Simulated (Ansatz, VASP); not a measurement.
Mo in VASP and in Ansatz

INCAR

```
SYSTEM = Mo
ALGO     = Fast           ! electronic algorithm
EDIFF    = 1E-7           ! SCF threshold, eV
ENCUT    = 520            ! plane-wave cutoff, eV
GGA      = PS             ! functional
ISIF     = 2              ! what is computed and relaxed
ISMEAR   = 0              ! smearing method
LASPH    = .TRUE.         ! aspherical terms in the spheres
LCHARG   = .FALSE.        ! write CHGCAR
LREAL    = .FALSE.        ! projectors in reciprocal space
LWAVE    = .FALSE.        ! write WAVECAR
NBANDS   = 13             ! bands
NELM     = 100            ! most SCF steps
PREC     = Accurate       ! precision mode
SIGMA    = 0.15           ! smearing width, eV
```

Contents of KPOINTS:

```
k-points
0
G
  30 30 30
  0 0 0
```

The input POSCAR:

```
Mo
1.0
   -1.6087511854      1.6087511854      1.4800510906
    1.6087511854     -1.6087511854      1.4800510906
    1.6087511854      1.6087511854     -1.4800510906
Mo
1
Direct
    0.0000000000      0.0000000000      0.0000000000
```

Input for Ansatz:

```yaml
crystal:
  lattice:
    - [-1.6087511854, 1.6087511854, 1.4800510906]
    - [1.6087511854, -1.6087511854, 1.4800510906]
    - [1.6087511854, 1.6087511854, -1.4800510906]
  atoms:
    - { symbol: Mo, position: [0.0, 0.0, 0.0] }
basis:
  ecutwfc: 420
kpoints:
  mp_grid: { grid: [30, 30, 30] }
hamiltonian:
  xc: pbesol
scf:
  occupations: { method: gaussian, width: 0.15 }
output:
  forces: true
  stress: true
  eigenvalues: true
```

Alike in both runs: task single point; functional PBEsol; k mesh 30 × 30 × 30; occupations gaussian, width 0.15 eV; no spin polarisation.

```csv
,VASP,Ansatz
version,VASP 6.6.1,Ansatz 0.2.0
potentials or method,"VASP PAW PBE potentials, release 64 (Mo_sv)","scalar-relativistic, plane waves, PAW"
plane-wave cutoff (eV),520,420
valence electrons in the cell,14,14
```

|  | VASP | Ansatz | Ansatz less VASP |
| --- | --- | --- | --- |
| gap on the k mesh at the Fermi level (eV) | none | none | - |
| pressure (GPa) | 1.6 | 1.1 | -0.56 |
| largest component of the traceless stress (GPa) | 17.61 | 17.61 | -0.002 |

A gap of «none» marks a metal or a gap that the smearing closes.

Caveats: the PAW data sets were made with another functional, which shifts forces and pressure a little (VASP).
